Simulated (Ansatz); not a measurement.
## CsSnI₃: from a trial structure to a relaxed crystal

These are results of DFT PBE, scalar-relativistic, plane waves, PAW (Ansatz), not measurements. Cutoff 420 eV, Γ-centred k mesh, Gaussian smearing, no spin polarisation in the final step.

The start puts CsSnI₃ on the sites of a reported KIO3 cell (R3m, No. 160), with Sn in place of K, Cs in place of I, I in place of O, at a guessed volume.

```xyz
5
Lattice="4.2312 2.4429 3.5259 -4.2312 2.4429 3.5259 0.0000 -4.8858 3.5259" Properties=species:S:1:pos:R:3 pbc="T T T"
Cs    0.0000    0.0000    5.2888
Sn    0.0000    0.0000    0.0984
I     1.8490   -1.0675    4.2155
I     0.0000    2.1351    4.2155
I    -1.8490   -1.0675    4.2155
```

Cell and atoms relax at zero pressure; the relaxation can't lower the symmetry of the start. After a coarse first stage the cell is made exact in the group found at 0.06 Å.

Energies over the elements count from the elements' standard structures at the same level, with no empirical corrections.

(1) What does it relax into?

(2) What are its volume, energy, density and gap?

Results:

(1) It keeps R3m (No. 160), but not the shape of the type it started on. Conventional cell: a = 10.009 Å, c = 15.240 Å. Around Cs lie 6 I at 3.89–3.91 Å and 1 Sn at 4.58 Å; around Sn lie 3 I at 2.91 Å; I is coordinated by 1 Sn at 2.91 Å.

```cif
data_structure
_symmetry_space_group_name_H-M 'R3m:H'
_symmetry_Int_Tables_number 160
_cell_length_a 10.0087
_cell_length_b 10.0087
_cell_length_c 15.2402
_cell_angle_alpha 90.000
_cell_angle_beta 90.000
_cell_angle_gamma 120.000
_cell_volume 1322.14
loop_
_atom_site_label
_atom_site_type_symbol
_atom_site_symmetry_multiplicity
_atom_site_Wyckoff_symbol
_atom_site_fract_x
_atom_site_fract_y
_atom_site_fract_z
_atom_site_occupancy
Cs1 Cs 3 a 0.33333 0.66667 0.22814 1
Sn1 Sn 3 a 0.33333 0.66667 0.52839 1
I1 I 9 b 0.52419 0.47581 0.09390 1
```

(2) The volume per atom is 88.14 Å³. The density is 2.38 g/cm³, the energy over the elements is -0.898 eV/atom and the gap on the 3×3×3 mesh is 3.35 eV.

The final run used a 3×3×3 mesh on its 5-atom cell and 0.02 eV smearing. Spin–orbit coupling is left out. A structure relaxed within its symmetry needn't be a true minimum.

Cost: 3 runs of about 5.4 core-minutes in all, on Arm Neoverse V1 (shared hosts).